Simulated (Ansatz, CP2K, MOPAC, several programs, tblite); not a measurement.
Energy against volume for SnSe2 in the rutile structure, at fixed shape and fractional coordinates, computed by several methods (PBE and r2SCAN, where shown, with plane waves in Ansatz); the cell shown is that of r2SCAN. With free coordinates or axes held, a curve is too stiff, and on another method's shape its minimum isn't the method's own volume. It is tetragonal, P4_2/mnm (No. 136); a = 6.502 Å, c = 3.954 Å in the conventional setting, 27.87 Å³ an atom. Sn has 6 Se at 2.66–2.83 Å; Se has 3 Sn at 2.66–2.83 Å. The calculation is spin-unpolarised, and the structure need not be a phase that has been made. Energies count from each curve's lowest point; fits are third-order Birch-Murnaghan.

Space group P4_2/mnm (No. 136). a = 6.502 Å, b = 6.502 Å, c = 3.954 Å, α = 90.00°, β = 90.00°, γ = 90.00°
```json
{"atom": "Sn", "site": "2a", "symmetry": "m.mm", "x": "0.0000", "y": "0.0000", "z": "0.0000"}
{"atom": "Se", "site": "4f", "symmetry": "m.2m", "x": "0.3073", "y": "0.3073", "z": "0.0000"}
```

GFN1-xTB (tblite), on the shape of the cell shown, as a cluster of 72 atoms at the zone centre:
```csv
V (Å³/atom),E (meV/atom)
24.521,0.00
26.193,17.59
27.865,72.69
29.537,155.24
31.209,258.18
```
The lowest point is an end point, so the minimum isn't bracketed.

Q: PBE/DZVP (CP2K), on the shape of the cell shown, gives
```tsv
V (Å³/atom)	E (meV/atom)
24.521	191.23
26.193	76.59
27.865	18.09
29.537	0.00
31.209	10.73
```
What equilibrium volume and bulk modulus follow?

A: V₀ = 29.66 Å³ an atom and B₀ = 48 GPa.

PBE/SZV (CP2K), on the shape of the cell shown:

| V (Å³/atom) | E (meV/atom) |
| --- | --- |
| 24.521 | 366.24 |
| 26.193 | 192.31 |
| 27.865 | 84.22 |
| 29.537 | 24.37 |
| 31.209 | 0.00 |

The lowest point is an end point, so the minimum isn't bracketed.

PM7 (MOPAC), on the shape of the cell shown, as a cluster of 72 atoms at the zone centre:
```tsv
V (Å³/atom)	E (meV/atom)
24.521	0.00
26.193	39.83
27.865	124.03
29.537	239.70
31.209	379.90
```
The lowest point is an end point, so the minimum isn't bracketed.

PBE, on the shape of its own relaxed cell:

| V (Å³/atom) | E (meV/atom) |
| --- | --- |
| 27.199 | 18.59 |
| 28.067 | 4.40 |
| 28.935 | 0.00 |
| 29.803 | 3.83 |
| 30.671 | 14.49 |

V₀ = 28.94 Å³ an atom and B₀ = 50 GPa.
